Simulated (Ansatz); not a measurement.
HgTe (Coloradoite): equation of state with r2SCAN+D4

**The experiment to reproduce.**

From a printed reference work, monograph, for a bulk crystal of HgTe: bulk modulus 43 GPa.

The system is HgTe (Coloradoite).

```xyz
2
Lattice="0.0000 3.2145 3.2145 3.2145 0.0000 3.2145 3.2145 3.2145 0.0000" Properties=species:S:1:pos:R:3 pbc="T T T"
Hg    0.0000    0.0000    0.0000
Te    4.8217    4.8217    4.8217
```

- Program: Ansatz 0.2.0
- Task: equation of state
- Functional: r2SCAN
- Dispersion: D4
- Potentials or basis: Ansatz PAW
- Cutoff: 500 eV
- Density cutoff: 2000 eV
- k mesh: 7 × 7 × 7
- Occupations: fermi-dirac, width 0.05 eV
- Spin: no spin polarisation

```yaml
Equilibrium_volume: 35.05 Å³/atom
Bulk_modulus: 42 GPa
Pressure_derivative_of_the_bulk_modulus: 5.0
```

Energy against volume, from the lowest point:
```
volume (Å³/atom)  energy (meV/atom)
          31.223              68.81
          31.887              45.00
          32.551              26.89
          33.215              13.85
          33.880               5.35
          34.544               0.88
          35.208               0.00
```

All runs of the series together: 32 s on 2 threads of Arm Neoverse V1, with other jobs on the host.

A measured bulk modulus of HgTe is 43 GPa (a printed reference work, monograph); the calculated 42 GPa misses it by -2.4 %. The fit is for a static lattice scaled at fixed shape and fixed fractional positions.

Caveat: the PAW data sets were made with another functional, which shifts forces and pressure a little. Spin-orbit coupling is left out, which matters for the levels of Hg, Te.
